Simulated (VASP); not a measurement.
Here is a VASP 6.6.1 calculation.

File INCAR:

```
PREC = Accurate ; ENCUT = 520
EDIFF = 1E-6 ; ISMEAR = -1
SIGMA = 0.05 ; LREAL = Auto
LASPH = T ; NELM = 80
ALGO = Normal ; ISIF = 2
LWAVE = F ; LCHARG = F
GGA = PE ; IVDW = 12
NBANDS = 154
```

The input KPOINTS:

```
regular mesh
0
Gamma
  1 1 1
```

POSCAR

```
CF4
1.0
    8.9958830000      0.0000000000      0.0000000000
    0.0000000000      8.9958830000      0.0000000000
    0.0000000000      0.0000000000      8.9958830000
C F
8 32
Direct
    0.3306290222      0.5461720656      0.1737461459
    0.8092368476      0.6806891553      0.5556208323
    0.4052631632      0.9982121822      0.9169750207
    0.8009108166      0.6339788990      0.0479886188
    0.3860210276      0.5055201363      0.6754423107
    0.9015568566      0.2489472129      0.8535793540
   -0.0663414586      0.0927313083      0.4148453242
    0.4281291786      1.0339618690      0.4374556672
    0.4442365469      0.6046766060      0.2429444669
    0.2593408563      0.4394676987      0.2402432313
    0.2447008259      0.6687837092      0.1575498481
    0.3561518086      0.4948152394      0.0392290562
    0.8912299104      0.7271437390      0.6598574037
    0.7547341378      0.5473726148      0.5696828205
    0.6766650922      0.7637382567      0.5499071075
    0.8753893309      0.7061230120      0.4228267531
    0.4953377006      0.9848282820      1.0378303053
    0.2623311130      0.9858843206      0.9519021090
    0.4244941825      1.1384318805      0.8669299056
    0.4347099668      0.8940423080      0.8107486502
    0.7499097087      0.5379571966      0.1438658106
    0.8928306426      0.5662812644     -0.0502896714
    0.6904491755      0.7043333045     -0.0352494580
    0.8761007674      0.7373039423      0.1261688263
    0.4897240215      0.5611011170      0.7575354193
    0.2733361472      0.4470822931      0.7478198638
    0.3345308070      0.6166709816      0.5851676817
    0.4375334806      0.3846426193      0.5818995200
    1.0335728021      0.2783495517      0.8047347881
    0.8662518176      0.1120512572      0.8216202901
    0.9010010468      0.2527600681      1.0018138297
    0.7987542746      0.3406002501      0.8004995174
    0.0078369183      0.1822055711      0.5044307490
   -0.1620296751      0.0164297379      0.4944372887
   -0.1386856632      0.1734571248      0.3132988724
    0.0366612149      0.0087817950      0.3438350632
    0.5354449363      1.0925108741      0.5134015193
    0.3140103089      0.9781585643      0.5260295182
    0.3742045111      1.1286273954      0.3467586228
    0.4760622165      0.9155632638      0.3635440790
```

Potentials or basis: VASP PAW PBE potentials, release 64 (C, F).

The run is started by

```sh
$ cat potpaw_PBE.64/C/POTCAR potpaw_PBE.64/F/POTCAR > POTCAR
$ mpirun -np 1 vasp_gam > vasp.out
```

Q: Predict the largest force.

A: 5.235 eV/Å.

Q: What does it give for the band gap on the k mesh?

A: 8.22 eV, direct.

Q: Predict the pressure.

A: 2.3 GPa.

Q: What does it give for the dispersion energy per atom?

A: -0.029 eV.

Forces in eV/Å, atoms in the order of the input:
```
C   -1.472  2.183 -1.070
C   -3.757  1.960 -3.073
C    0.237  0.437 -0.171
C    0.435  1.530 -1.164
C   -0.789 -1.168 -3.422
C   -0.971 -0.408  1.400
C    0.942  0.368 -0.905
C   -1.349 -2.896  1.004
F    2.222 -1.130  0.998
F   -0.561 -1.037  2.013
F   -1.693  0.343 -0.276
F    1.462 -0.360 -1.524
F    1.872  0.422  2.451
F    0.935 -2.328  0.228
F    0.650  0.539  0.308
F    0.355 -0.765  0.163
F   -0.485 -0.586 -0.607
F   -0.496 -0.401  0.633
F    0.358 -0.160 -0.589
F    0.400  0.728  0.779
F   -1.019 -0.985  0.328
F   -0.068  0.365  0.361
F    0.774 -0.834  1.063
F    0.033  0.231 -0.534
F    1.091 -0.150  0.985
F   -0.454  0.005  0.940
F    0.179 -0.604  0.132
F   -0.067  1.971  1.235
F    1.832  0.900 -0.930
F   -0.683 -2.277 -1.322
F    0.097  0.836  1.397
F   -0.403  0.565 -0.555
F    0.620  1.046  0.911
F   -0.503 -0.968  0.237
F   -0.434  0.226 -0.425
F   -0.548 -0.522  0.068
F    1.204  0.649  1.482
F    0.598  0.815  0.186
F   -1.342  2.326 -1.971
F    0.799 -0.864 -0.763
```

PBE gaps usually lie below the measured ones, often by a third to a half.
